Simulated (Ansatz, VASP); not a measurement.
## One calculation of NaH, two programs

```
CELL_PARAMETERS angstrom
2.47564 2.47564 0.00000
-2.47564 2.47564 0.00000
0.00000 2.47564 2.47564
ATOMIC_POSITIONS crystal
Na 0.00000 0.00000 0.00000
H 0.50000 0.50000 0.00000
```

Alike in both runs: functional PBEsol; k mesh 8 × 8 × 8; no spin polarisation.

Ansatz relaxed the structure, and its values are those at the end. VASP's run is a single point on that final structure, the one shown.

|  | VASP | Ansatz |
| --- | --- | --- |
| version | VASP 6.6.1 | Ansatz 0.2.0 |
| potentials or method | VASP PAW PBE potentials, release 64 (Na_pv, H) | PAW with Ansatz's default frozen-core files, scalar-relativistic |
| plane-wave cutoff (eV) | 520 | 420 |
| occupations | gaussian, width 0.01 eV | fixed |
| valence electrons in the cell | 8 | 10 |

|  | VASP | Ansatz | Ansatz less VASP |
| --- | --- | --- | --- |
| pressure (GPa) | -2.0 | -2.0 | +0.03 |

The two sets of potentials don't hold the same shells in valence.

Caveats: the PAW data sets were made with another functional, which shifts forces and pressure a little (VASP). A k mesh can miss the band edges.
